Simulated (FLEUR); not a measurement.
Zn in FLEUR: convergence with k mesh

Input of the first run (k mesh 3 × 3 × 3); the others differ in this setting and in those tied to it:

inp.xml

```xml
<?xml version="1.0" encoding="UTF-8" standalone="no"?>
<fleurInput fleurInputVersion="0.39">
   <comment>
      Zn                                                                                                  
   </comment>
   <calculationSetup>
      <cutoffs Kmax="4.1" Gmax="12.7" GmaxXC="12.7" numbands="0"/>
      <scfLoop itmax="60" minDistance="0.00001" maxIterBroyd="15" imix="Anderson" alpha="0.05" precondParam="0.0" spinf="2.0" sdNocoIR="T"/>
      <coreElectrons ctail="T" frcor="F" kcrel="0" coretail_lmax="0"/>
      <xcFunctional name="pbe" relativisticCorrections="F"/>
      <magnetism jspins="1"/>
      <soc l_soc="F" theta="0.0" phi="0.0" spav="F"/>
      <expertModes spex="0" secvar="F"/>
      <geometryOptimization l_f="T" forcealpha="1.0" forcemix="BFGS" epsdisp="0.0005" epsforce="0.0002"/>
      <ldaU l_linMix="F" mixParam="0.05" spinf="1.0"/>
   </calculationSetup>
   <cell>
      <bzIntegration valenceElectrons="20.0" mode="hist" fermiSmearingEnergy="0.00183747">
         <kPointListSelection listName="default-1"/>
         <!-- k-points included here -->
         <xi:include xmlns:xi="http://www.w3.org/2001/XInclude" href="kpts.xml"> </xi:include>
      </bzIntegration>
      <!-- symmetry operations included here -->
      <xi:include xmlns:xi="http://www.w3.org/2001/XInclude" href="sym.xml"> </xi:include>
      <bulkLattice scale="1.0">
         <bravaisMatrix>
            <row-1>    0.0000000000000000     3.7128885361870894     3.7128885361870894</row-1>
            <row-2>    3.7128885361870894     0.0000000000000000     3.7128885361870894</row-2>
            <row-3>    3.7128885361870894     3.7128885361870894     0.0000000000000000</row-3>
         </bravaisMatrix>
      </bulkLattice>
   </cell>
   <atomSpecies>
      <species name="Zinc (Zn)" element="Zn" atomicNumber="30">
         <mtSphere radius="2.43" gridPoints="803" logIncrement="0.015"/>
         <atomicCutoffs lmax="10" lnonsphr="10"/>
         <electronConfig flipSpins="F">
            <coreConfig>(1s1/2) (2s1/2) (2p1/2) (2p3/2)</coreConfig>
            <valenceConfig>(3s1/2) (3p1/2) (3p3/2) (4s1/2) (3d3/2) (3d5/2)</valenceConfig>
         </electronConfig>
         <energyParameters s="4" p="4" d="3" f="4"/>
         <lo type="SCLO" l="0" n="3" eDeriv="0"/>
         <lo type="SCLO" l="1" n="3" eDeriv="0"/>
         <lo type="SCLO" l="1" n="3" eDeriv="1"/>
         <lo type="HELO" l="2" n="4" eDeriv="0"/>
         <lo type="HELO" l="2" n="4" eDeriv="1"/>
         <lo type="SCLO" l="3" n="4" eDeriv="2"/>
      </species>
   </atomSpecies>
   <atomGroups>
      <atomGroup species="Zinc (Zn)">
         <relPos label="                   1">.0000000000 .0000000000 .0000000000</relPos>
         <force calculate="T" relaxXYZ="TTT"/>
      </atomGroup>
   </atomGroups>
   <output dos="F" band="F" slice="F">
      <checks vchk="F" cdinf="F"/>
      <bandDOS minEnergy="-.5*Htr" maxEnergy="0.5*Htr" sigma="0.015" storeEVData="T"/>
      <vacuumDOS vacdos="F" integ="F" star="F" nstars="0" locx1="0.0" locy1="0.0" locx2="0.0" locy2="0.0" nstm="0" tworkf="0.0"/>
      <unfoldingBand unfoldBand="F" supercellX="1" supercellY="1" supercellZ="1"/>
      <plotting iplot="0" polar="F">
         <plot TwoD="T" vec1="  1.0  0.0  0.0" vec2="  0.0  1.0  0.0" vec3="  0.0  0.0  1.0" zero="  0.0  0.0  0.0" file="plot"/>
      </plotting>
      <chargeDensitySlicing numkpt="0" minEigenval="0.0" maxEigenval="0.0" nnne="0" pallst="F"/>
      <specialOutput eonly="F"/>
      <moessbauerParams electricFieldGradient="T" isomerShift="T" coreHyperfine="T" valenceHyperfine="T"/>
      <magneticCircularDichroism mcd="F" energyLo="-10.0" energyUp="0.0"/>
   </output>
  <!-- We include the file relax.xml here to enable relaxations (see documentation) -->
  <xi:include xmlns:xi="http://www.w3.org/2001/XInclude" href="relax.xml"> <xi:fallback/> </xi:include>
</fleurInput>
```

The input crystal.txt:

```
Zn
&input cartesian=F /
0.0000000000  1.9647760000  1.9647760000
1.9647760000  0.0000000000  1.9647760000
1.9647760000  1.9647760000  0.0000000000
1.8897261246
1.0 1.0 1.0

1
30 0.0000000000  0.0000000000  0.0000000000

&kpt div1=3 div2=3 div3=3 gamma=T /
```

Potentials or basis: all-electron, FLAPW.

Command:

```sh
$ inpgen -f crystal.txt -profile fastHighL
$ # inp.xml edited to the form shown
$ fleur_MPI
```

This isn't the form of Zn at room conditions, which is hcp.

Hardware: 1 thread of Arm Neoverse V2, with other jobs on the host.

**Question.** The values tried are 3 × 3 × 3, 5 × 5 × 5, 7 × 7 × 7, 8 × 8 × 8, 10 × 10 × 10, 12 × 12 × 12, 15 × 15 × 15, 18 × 18 × 18, loosest first. From which on does the energy stay within 1 meV/atom of the tightest run that finished?

**Answer.** From 15 × 15 × 15 on.

```tsv
k mesh	energy less the tightest run, at zero smearing (meV/atom)	gap on the mesh (eV)	SCF cycles	CPU time (s)	peak memory (GiB)
3 × 3 × 3	245.71	2.690	14	5	0.06
5 × 5 × 5	69.69	0.000	15	6.8	0.06
7 × 7 × 7	-50.96	0.000	14	8.9	0.06
8 × 8 × 8	5.95	0.000	14	12	0.06
10 × 10 × 10	0.60	0.000	14	17	0.06
12 × 12 × 12	9.08	0.000	14	24	0.06
15 × 15 × 15	0.68	0.000	14	36	0.06
18 × 18 × 18	0.00	0.000	14	62	0.07
```

Against the tightest run, the gap on the mesh stays within 0.01 eV from 5 × 5 × 5 on. Meshes of other sizes hit other points, so gaps and Fermi surfaces needn't settle smoothly. The tightest run that finished is the yardstick and may itself not be fully converged.
